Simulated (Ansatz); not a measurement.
Cr: band structure with PBEsol

The system is Cr.

```
Cr
1.0
    -1.48445    1.48445    1.48445
     1.48445   -1.48445    1.48445
     1.48445    1.48445   -1.48445
Cr
1
Direct
  0.00000 0.00000 0.00000
```

```
Program                             : Ansatz 0.2.0
Task                                : band structure
Functional                          : PBEsol
Potentials or basis                 : Ansatz PAW earlier set
Cutoff                              : 930 eV (not typed: the program's choice for these potentials)
k mesh                              : 12 × 12 × 12
Occupations                         : fermi-dirac, width 0.05 eV
Spin                                : collinear spin, ferromagnetic start
Starting moments                    : [3.0] μB
Path                                : [["G", "H", "N", "G", "P", "H"], ["P", "N"]]
Points for each segment of the path : 14
```

| Item | Value |
| --- | --- |
| Pressure | -32.3 GPa |
| Band gap on the k mesh | none (metal or under the smearing width) |
| Net moment | 0.00 μB per cell |
| Absolute moment | 0.00 μB per cell |

Levels at the corners of the path, in eV from the Fermi level:
Spin up:
```
point  band 3  band 4  band 5  band 6  band 7  band 8  band 9  band 10  band 11  band 12
    Γ  -42.63  -42.63   -7.41   -0.71   -0.71   -0.71    1.02     1.02    21.33    21.33
    H  -43.07  -43.07   -3.60   -3.60    2.15    2.15    2.15     9.51     9.51     9.51
    N  -42.83  -42.63   -3.84   -2.02    0.86    1.01    1.29     2.48     8.55    16.17
    Γ  -42.63  -42.63   -7.41   -0.71   -0.71   -0.71    1.02     1.02    21.33    21.33
    P  -42.94  -42.94   -1.99   -1.99   -1.99    1.34    1.34     9.18     9.18     9.18
    H  -43.07  -43.07   -3.60   -3.60    2.15    2.15    2.15     9.51     9.51     9.51
    P  -42.94  -42.94   -1.99   -1.99   -1.99    1.34    1.34     9.18     9.18     9.18
    N  -42.83  -42.63   -3.84   -2.02    0.86    1.01    1.29     2.48     8.55    16.17
```
Spin down:
```csv
point,band 4,band 5,band 6,band 7,band 8,band 9,band 10,band 11
Γ,-42.63,-7.41,-0.71,-0.71,-0.71,1.02,1.02,21.33
H,-43.07,-3.60,-3.60,2.15,2.15,2.15,9.51,9.51
N,-42.63,-3.84,-2.02,0.86,1.01,1.29,2.48,8.55
Γ,-42.63,-7.41,-0.71,-0.71,-0.71,1.02,1.02,21.33
P,-42.94,-1.99,-1.99,-1.99,1.34,1.34,9.18,9.18
H,-43.07,-3.60,-3.60,2.15,2.15,2.15,9.51,9.51
P,-42.94,-1.99,-1.99,-1.99,1.34,1.34,9.18,9.18
N,-42.63,-3.84,-2.02,0.86,1.01,1.29,2.48,8.55
```

Wall time 6.3 s on 2 threads of AMD EPYC 7R43 64-Core Processor (Zen 3) (shared host), peak memory 0.38 GiB.

Caveat: the starting moments collapsed, and a magnetic state may lie lower; a pressure of tens of GPa on the cell as given is suspect, and the run, the potentials or the cell itself is likely at fault; the PAW data sets come from PBE, with cores solved anew for the run's functional, which leaves a small shift of forces and pressure; the starting moments weren't kept.
